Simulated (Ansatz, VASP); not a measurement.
## HgTe (Coloradoite): VASP beside Ansatz

```
CELL_PARAMETERS angstrom
0.00000 3.21450 3.21450
3.21450 0.00000 3.21450
3.21450 3.21450 0.00000
ATOMIC_POSITIONS crystal
Hg 0.00000 0.00000 0.00000
Te 0.75000 0.75000 0.75000
```

Alike in both runs: task electric field gradients; functional PBE; k mesh 7 × 7 × 7; occupations fermi-dirac, width 0.05 eV; no spin polarisation.

|  | VASP | Ansatz |
| --- | --- | --- |
| version | VASP 6.6.1 | Ansatz 0.2.0 |
| potentials or method | VASP PAW PBE potentials, release 64 (Hg, Te), cutoff 520 eV | all-electron PAW datasets made for the crystal |

|  | VASP | Ansatz | Ansatz less VASP |
| --- | --- | --- | --- |
| gap on the k mesh at the Fermi level (eV) | none | none | - |
| pressure (GPa) | 4.6 | 4.6 | -0.08 |
| Vzz of the field gradient on the site that differs most (V/Å²) | 0.0 | 0.0 | 0.00 |

A gap of «none» marks a metal or a gap that the smearing closes. Ansatz ran all-electron here, so the differences hold the error of VASP's frozen core and of both bases.

Spin-orbit coupling is left out, which matters for the levels of Hg, Te.
